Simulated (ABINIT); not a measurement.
## BeS (F-43m): refractive index against wavelength

The refractive index of BeS (F-43m) below the direct gap (5.66 eV on the mesh) is read from one computed spectrum, n = √(Re ε).

Cell: a, b, c = 3.429, 3.429, 3.429 Å (primitive vectors), 2 atoms.

Method: ABINIT 10.8.3, PBE, independent particles, k-mesh 12×12×12, Lorentzian half width 0.05 eV.

Launch of the response step: `optic optic.abi`. The run took 21 s, its band step included, on 4 threads of Intel(R) Xeon(R) 6975P-C (Granite Rapids), on a shared host.

```
wavelength (nm)  photon energy E (eV)       n
            700                 1.771  2.4503
            633                 1.959  2.4642
            532                 2.331       ?
            450                 2.755  2.5459
            405                 3.061  2.5892
            365                 3.397  2.6465
            308                 4.025  2.7924
```

In the single-oscillator model n² − 1 = E₀E_d/(E₀² − E²), so 1/(n² − 1) = E₀/E_d − E²/(E₀E_d) is linear in E².

Working, on the rows shown:

| x = E² (eV²) | y = 1/(n² − 1) |
| --- | --- |
| 3.13716 | 0.199841 |
| 3.83641 | 0.19715 |
| 7.59115 | 0.182428 |
| 9.37179 | 0.175317 |
| 11.5384 | 0.166557 |
| 16.2043 | 0.147113 |

Means: x̄ = 8.6132, ȳ = 0.17807. Σ(x − x̄)(y − ȳ) = -0.4856, Σ(x − x̄)² = 120.6. Slope = -0.4856 / 120.6 = -0.004026; intercept = ȳ − slope · x̄ = 0.21275. Turned back into n, the line misses the rows shown by at most 0.0032.

Q: What does the fit predict for the withheld row, and how well does it do?

A: At x = 5.4314 the line gives y = 0.19088, that is 2.4978. The run gave 2.4975, so the interpolation is off by 0.00029, 0.1 % of the range in the table.

Refitted with all rows, the slope is -0.004027 and the intercept 0.21276. These give E₀ = √(intercept/−slope) = 7.27 eV and E_d = E₀/intercept = 34.2 eV; E₀ is 1.3 times the direct gap. The electronic limit at long wavelengths, without lattice vibrations, is n = √(1 + 1/intercept) = 2.387. The cell comes from an older database entry, whose edges can be off by a per cent or so. Excitons are left out and so are local fields; PBE gaps are as a rule too small. The values come from a sum over the points of one k-mesh and carry its error, which grows as the direct gap shrinks.

[Logs are printed without paths, hosts, clocks, repeated set-up lines and the standing remarks that a program may print on its own settings, such as how far it seeks lower states.]
